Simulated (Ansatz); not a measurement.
The geometry is COD entry 1523095, unchecked; take it as a test cell.

Input and log of a run on AlN: DFT, LDA, all-electron LAPW, scalar-relativistic (Ansatz 0.2.0).

Command: `ansatz run input.yaml --threads 1 --pin off --max-ram 3072MiB --backend cpu --events-out ev --progress --plain --runs-dir out` The run took 13 s on 1 thread of Arm Neoverse V2 (shared host), peak memory 0.3 GiB.

```yaml
crystal:
  lattice:
    - [0.0, 1.978, 1.978]
    - [1.978, 0.0, 1.978]
    - [1.978, 1.978, 0.0]
  atoms:
    - { symbol: Al, position: [0.0, 0.0, 0.0] }
    - { symbol: "N", position: [0.5, 0.5, 0.5] }
kpoints:
  mp_grid: { grid: [12, 12, 12] }
  band_path:
    path:
      - [0.0, 0.0, 0.0]
      - [0.5, 0.0, 0.5]
      - [0.625, 0.25, 0.625]
      - [0.375, 0.375, 0.75]
      - [0.0, 0.0, 0.0]
      - [0.5, 0.5, 0.5]
      - [0.5, 0.25, 0.75]
      - [0.5, 0.0, 0.5]
    npoints: 14
scf:
  occupations: { method: fermi_dirac, width: 0.01 }
hamiltonian:
  xc: lda
  pseudopotentials: { kind: all_electron, lapw: { basis_error: 0.0005 } }
output:
  forces: true
  stress: true
  eigenvalues: true
  fatbands: true
  populations: true
  dos: { projected: true, de: 0.2, e_range: [-14, 8] }
```

The log:

```
Al: projections on atomic orbitals take those of the free atom 1s2 2s2 2p6 3s2 3p1, of charge +0.00 (hamiltonian.pseudopotentials.projection_atoms)
N: projections on atomic orbitals take those of the free atom 1s2 2s2 2p3, of charge +0.00 (hamiltonian.pseudopotentials.projection_atoms)
LAPW: plane waves up to 9.890 Å⁻¹, error target 5.0e-4 eV per atom; small_component_spin mean_spin; N in spheres of 0.953 Å, 7 of its electrons in bands, Dirac shells []; Al in spheres of 1.025 Å, 11 of its electrons in bands, Dirac shells []
Engine: ansatz 0.2.0
Pseudopotentials: kind: all_electron
Pseudopotential: Al, LAPW, valence charge 11, Koelling and Harmon's equation, gaussian nucleus
Pseudopotential: N, LAPW, valence charge 7, Koelling and Harmon's equation, gaussian nucleus
Functional definition: SPW92
  exchange = slater_x
  correlation = pw_c
Crystal: 2 atoms, lattice volume = 15.478 Å³
Basis set: ecut = 372.6965786502274 eV, 259 PW (Γ), exchange–correlation at level 2
Bands: 13, of which v1, the nominal top of the filled ones, is band 9 counted from 1 (8 counted from 0)
Symmetry: 48 space group operations
Space group: Fm-3m (ITA 225), of the structure as read, at distance tolerance 2.5e-5 Å
k-points: 72 of 1728
Non-local potential: Al, projectors of the file, none
Non-local potential: N, projectors of the file, none
Initial density: superposition of atomic densities (chi_scale 0.1, normalization cell, long waves kept (reshape's long-wave potential 0.00 eV rms))
Initial wavefunctions: plane waves of lowest kinetic energy (no species holds an atomic orbital)
Functional: x = slater, c = lda
iter 1 solved again at ethr=1.90e-2 eV; its pass at ethr=1.00e-1 eV (dr2=3.43e0 eV) is discarded
SCF iter   1: F=—  HF=-8067.833763 eV  |F-HF|=—  |Δ(HF+E_count)|=         —  Δρ=1.50e-1  dr2=3.43e0  ethr=1.90e-2  ⟨swp⟩=2.0  Hψ=6711  notcnv=0
preconditioner: auto → none  [insulator: Δε(μ)=7.782 eV  Ē_g=18.702 eV  σ=0.010 eV  W_gap=1.00  n_scr=8 (ndim 8)  ℏωp=26.7 eV  f_vac=0.000  D(μ)=0.00/eV (n_scr^D=0)  ε∞_Penn≈3.0]
iter 2 solved again at ethr=2.37e-4 eV; its pass at ethr=1.90e-2 eV (dr2=4.27e-2 eV) is discarded
SCF iter   2: F=—  HF=-8066.076519 eV  |F-HF|=—  |Δ(HF+E_count)|=    1.76e0  Δρ=2.57e-2  dr2=4.28e-2  ethr=2.37e-4  ⟨swp⟩=2.9  Hψ=5106  notcnv=0
SCF iter   3: F=—  HF=-8065.914969 eV  |F-HF|=—  |Δ(HF+E_count)|=         —  Δρ=1.47e-2  dr2=2.68e-2  ethr=2.37e-4  ⟨swp⟩=3.0  Hψ=3221  notcnv=0
the basis was enlarged: its passes take 27.6 KiB over the memory plan, 1 of 1 planned eigensolver slots
SCF iter   4: F=—  HF=-8065.905706 eV  |F-HF|=—  |Δ(HF+E_count)|=   9.26e-3  Δρ=6.04e-4  dr2=3.23e-5  ethr=1.49e-4  ⟨swp⟩=2.0  Hψ=2808  notcnv=0
SCF iter   5: F=—  HF=-8065.905698 eV  |F-HF|=—  |Δ(HF+E_count)|=   7.67e-6  Δρ=1.46e-4  dr2=1.12e-6  ethr=1.79e-7  ⟨swp⟩=2.0  Hψ=2525  notcnv=0
SCF iter   6: F=—  HF=-8065.905698 eV  |F-HF|=—  |Δ(HF+E_count)|=   9.62e-8  Δρ=3.16e-5  dr2=5.15e-8  ethr=6.23e-9  ⟨swp⟩=2.0  Hψ=2520  notcnv=0
SCF iter   7: F=-8065.905698 eV  HF=-8065.905698 eV  |F-HF|=4.55e-12  |Δ(HF+E_count)|=   4.36e-8  Δρ=1.41e-6  dr2=1.18e-10  ethr=2.86e-10  ⟨swp⟩=2.0  Hψ=2523  notcnv=0
SCF 1 converged in 7 iterations: F = -8065.905698 eV  dr2 = 1.18e-10
NSCF: frozen V_eff on 99 k-points
SCF converged after 7 iterations
Free energy (F): -8065.905698 eV
Harris-Foulkes:  -8065.905698 eV  (|F-HF|=4.55e-12)
Internal energy: -8065.905698 eV  (E = F + TS)
E sigma→0 (E₀):  -8065.905698 eV
Fermi energy:    16.506079 eV
--- Per-component energies (eV) ---
  E_band       = -1123.129207
  E_kinetic    = 8069.014012
  E_xc         = -664.038939
  E_electrostatic = -15470.880771  (all electrons and nuclei)
  E_smearing   = -0.000000  (= −TS)
  E_closure    = 0.000000  (closes the sum)
  E_atoms      = -8049.684938  (free atoms, spherical and without spin; not in F)
  Σ components = -8065.905698   (vs F -8065.905698, Δ=0.00e0)
  Basis errors (estimates in eV, not in F): energy 2.1e-4 per atom: plane waves 1.8e-4 (1.0e-4 summed), levels above the bands 0.0e0, relativity 5.9e-9, radial functions 2.5e-5, core shells 8.5e-13; eigenvalues (radial functions only) 1.1e-5; not estimated: angular momenta, meshes, grids; target (lapw.basis_error) 5.0e-4; muffin-tin radii N 0.953 Å, Al 1.025 Å
--- Forces (eV/Å), atoms counted from 1 ---
  atom   1  Al    -0.00000000     0.00000000    -0.00000000
  atom   2  N      0.00000000    -0.00000000     0.00000000
  max |Σ_I F_I| component: 2.45e-30 eV/Å
--- Stress (GPa, compression-positive) ---
       12.452186      -0.000000       0.000000
       -0.000000      12.452186       0.000000
        0.000000       0.000000      12.452186
  P = ⅓ Tr σ = 12.4522 GPa (124.522 kbar)
--- Band table (eV; the first three rows and the last of 72) ---
  k-point 0: bands = ["-356.9049", "-86.8966", "-49.0885", "-49.0885", "-49.0885", "-4.0549", "13.9629", "13.9629", "13.9629", "20.6989", "26.1992", "26.1992", "26.1992"]
  k-point 1: bands = ["-356.9049", "-86.8963", "-49.0908", "-49.0888", "-49.0888", "-3.9012", "13.2364", "13.8655", "13.8655", "21.1160", "25.5133", "26.4396", "26.4396"]
  k-point 2: bands = ["-356.9049", "-86.8955", "-49.0972", "-49.0896", "-49.0896", "-3.4483", "11.5353", "13.6150", "13.6150", "21.6469", "24.9348", "26.8451", "26.8451"]
  k-point 71: bands = ["-356.9049", "-86.8906", "-49.1111", "-49.1111", "-49.1017", "0.8431", "7.8721", "7.8721", "9.8434", "22.5907", "24.9375", "24.9375", "26.8734"]
--- Löwdin populations: 2 sites ---
  site symbol       q [e]
     0     Al     11.9538
     1      N      7.9679
  spilling = 0.003915 (of n_electrons = 20.000000)
```
